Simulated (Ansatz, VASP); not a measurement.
**InP: VASP beside Ansatz**

File INCAR:

```
  PREC = Accurate
  ENCUT = 520
  EDIFF = 1E-6
  ISMEAR = 0
  SIGMA = 0.15
  LREAL = False
  LASPH = True
  NELM = 100
  ALGO = Fast
  ISIF = 2
  LWAVE = False
  LCHARG = False
  GGA = PE
  NBANDS = 16
```

File KPOINTS:

```
Automatic mesh
0
Gamma
  20 20 20
```

The input POSCAR:

```
InP
1.0
    0.0000000000      2.7701604146      2.7701604146
    2.7701604146      0.0000000000      2.7701604146
    2.7701604146      2.7701604146      0.0000000000
In P
1 1
Direct
    0.0000000000      0.0000000000      0.0000000000
    0.5000000000      0.5000000000      0.5000000000
```

Input for Ansatz:

```yaml
crystal:
  lattice:
    - [0.0, 2.7701604146, 2.7701604146]
    - [2.7701604146, 0.0, 2.7701604146]
    - [2.7701604146, 2.7701604146, 0.0]
  atoms:
    - { symbol: In, position: [0.0, 0.0, 0.0] }
    - { symbol: P, position: [0.5, 0.5, 0.5] }
basis:
  ecutwfc: 420
kpoints:
  mp_grid: { grid: [20, 20, 20] }
hamiltonian:
  xc: pbe
scf:
  occupations: { method: gaussian, width: 0.15 }
output:
  forces: true
  stress: true
  eigenvalues: true
```

Measurements of this composition are mostly on another form, of space group No. 216.

Alike in both runs: task single point; functional PBE; k mesh 20 × 20 × 20; occupations gaussian, width 0.15 eV; no spin polarisation.

```csv
,VASP,Ansatz
version,VASP 6.6.1,Ansatz 0.2.0
potentials or method,"VASP PAW PBE potentials, release 64 (In_d, P)","scalar-relativistic, plane waves, PAW"
plane-wave cutoff (eV),520,420
valence electrons in the cell,18,18
```

|  | VASP | Ansatz | Ansatz less VASP |
| --- | --- | --- | --- |
| gap on the k mesh at the Fermi level (eV) | none | none | - |
| pressure (GPa) | -0.1 | 0.0 | +0.06 |

A gap of «none» marks a metal or a gap that the smearing closes.
